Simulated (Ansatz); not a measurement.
Runs of Ansatz 0.2.0 on MoS2. The cell holds a slab with vacuum, 12 atoms: a = 3.184 Å, b = 3.184 Å, c = 34.479 Å, α = 90.00°, β = 90.00°, γ = 120.00°. 

```tsv
level	cell	k mesh	target pressure (GPa)	gap on the mesh (eV)	relaxed volume (Å³/atom)
PBEsol+D3(BJ)-ATM	relaxed	10 × 10 × 1	-	0.77	22.75
LDA	relaxed to 5 GPa	7 × 7 × 1	5	(c)	-
PBEsol+D4	relaxed	10 × 10 × 1	-	0.85	23.15
PBEsol+D3(BJ)	relaxed	10 × 10 × 1	-	(b)	16.34
PBEsol	relaxed	10 × 10 × 1	-	1.16	(a)
```

Alike in all rows: task relaxation of cell and atoms; potentials or basis Ansatz PAW; no spin polarisation; cutoff (eV) 420; smearing fermi-dirac 0.05 eV.

Q: Estimate the missing entries.

A: (a) 24.26; (b) 0.57; (c) 0.56.

Caveats: the plane-wave basis is chosen anew once the cell has moved, so the energies of steps on either side of that aren't comparable; the PAW data sets come from PBE, with cores solved anew for the run's functional, which leaves a small shift of forces and pressure; the volume moved by over 15 % at a fixed basis, so the end points are rough (some runs); without dispersion, layers of such crystals drift apart on relaxing, which shifts levels and gaps (some runs); volumes and pressures include the vacuum (some runs); odd divisions of the mesh miss points on the zone boundary, where band edges often lie, so the gap on the mesh can be too wide (some runs).

A k mesh can miss the band edges, and the runs leave out spin-orbit coupling on Mo.
